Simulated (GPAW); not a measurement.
Runs of GPAW 26.7.0 on Al2Au. The structure is cubic, space group Fm-3m (No. 225). The conventional cell has a = 6.000 Å, b = 6.000 Å, c = 6.000 Å, α = 90.00°, β = 90.00°, γ = 90.00°. Around Au (site symmetry m-3m) lie 8 Al at 2.60 Å. Al (site symmetry -43m) has 4 Au at 2.60 Å as nearest neighbours. 

```csv
level,potentials or basis,pressure (GPa)
RPBE,"the program's PAW data sets (release 1.2.1) made for this functional, pw",(a)
PBEsol,"PAW data sets generated in the run's folder for this functional, pw",0.5
PW91,"PAW data sets generated in the run's folder for this functional, pw",3.5
LDA,"the program's PAW data sets (release 1.2.1) made for this functional, pw",-2.3
```

Alike in all rows: task band structure; no spin polarisation; cell as given; k mesh 8 × 8 × 8; cutoff (eV) 600; smearing fermi-dirac 0.05 eV.

Q: Estimate the missing entries.

A: (a) 5.8.

Caveats: with this Au data set, volumes or pressures lay over 1.5 % or 2 GPa off other programs in two to four cells of ten.
